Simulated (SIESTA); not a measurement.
# TiAl3 under changes of volume

One of the cells (16.612 Å³/atom); the others are scaled copies at fixed shape and fractional positions:

```
Ti Al
1.0
     2.85848    0.00000    0.00000
     0.00000    4.71227    0.00000
     0.00000    0.00000    4.93320
Ti Al
1 3
Direct
  0.00000 0.50000 0.16592
  0.00000 0.00000 0.83590
  0.50000 0.00000 0.33091
  0.50000 0.50000 0.66727
```

The cell comes from a database or a generator and needn't be the stable form of this composition.

| Property | Result |
| --- | --- |
| Program | SIESTA 5.4.2 |
| Functional | PBEsol |
| Potentials or basis | PseudoDojo 0.4 standard (PBEsol files) |
| Basis | DZP (energy shift 0.003 Ry; two zetas on semicore shells) |
| Grid cutoff | 800 Ry |
| Energy shift | 0.003 Ry |
| k mesh | 9 × 6 × 6 |
| Occupations | fermi-dirac, width 0.05 eV |
| Spin | no spin polarisation |

```tsv
volume (Å³/atom)	energy over the lowest point (meV/atom)	pressure (GPa)	largest force (eV/Å)
15.310	9.35	4.9	0.049
15.635	2.16	2.3	0.038
15.961	0.00	-0.1	0.027
16.612	8.71	-4.0	0.044
16.938	?	?	?
17.264	31.93	-7.2	0.058
```

Task: What does the run at 16.938 Å³/atom give?

Result: Energy over the lowest point 18.69 meV/atom; pressure -5.7 GPa; largest force 0.051 eV/Å.

Worked out: A Birch-Murnaghan fit of order 3 (a polynomial in V^(-2/3)) to the other rows has its minimum at 15.95 Å³/atom with B0 = V·E''(V) = 109 GPa and B' = 4.5 at fixed shape and positions, which overstates the stiffness. It gives 18.70 meV/atom at 16.938 Å³/atom, against the run's 18.69, and -dE/dV = -5.7 GPa, against -5.7.

Energies are extrapolated to zero smearing.

Caveats: the basis of atomic orbitals isn't converged, which shifts pressures, moduli and gaps.
